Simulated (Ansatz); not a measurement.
SrO:

```
CELL_PARAMETERS angstrom
0.00000 2.56630 2.56630
2.56630 0.00000 2.56630
2.56630 2.56630 0.00000
ATOMIC_POSITIONS crystal
Sr 0.49613 0.49284 0.49525
O 0.00680 0.00630 0.99341
```

The cell isn't the ideal one: atoms moved at random, drawn with an rms of 0.05 Å.

| Item | Value |
| --- | --- |
| Program | Ansatz 0.2.0 |
| Task | relaxation of the atoms |
| Functional | exchange-only PBE |
| Potentials or basis | PseudoDojo stringent (PBE files) |
| Cutoff | 1252 eV |
| Density cutoff | 5007 eV |
| k mesh | 7 × 7 × 7 |
| Occupations | fermi-dirac, width 0.025 eV |
| Spin | no spin polarisation |

At the start: volume 16.90 Å³/atom.

Task: Where does the relaxation end?

Result: Over 3 steps the energy falls by 3.9 meV/atom; space group Fm-3m (No. 225, to 0.05 Å).

Step by step:
```csv
step,energy change (eV),largest force (eV/Å)
1,0.0000,0.2169
2,-0.0074,0.0450
3,-0.0078,0.0008
```

Final structure:
```cif
data_structure
_symmetry_space_group_name_H-M 'P 1'
_symmetry_Int_Tables_number 1
_cell_length_a 3.6293
_cell_length_b 3.6293
_cell_length_c 3.6293
_cell_angle_alpha 60.000
_cell_angle_beta 60.000
_cell_angle_gamma 60.000
_cell_volume 33.80
loop_
_atom_site_label
_atom_site_type_symbol
_atom_site_fract_x
_atom_site_fract_y
_atom_site_fract_z
_atom_site_occupancy
Sr1 Sr 0.50144 0.49954 0.49435 1
O1 O 0.00149 0.99959 0.99432 1
```

Caveat: the potentials were made for another functional, which shifts forces and pressure; the thresholds are loose for stress.
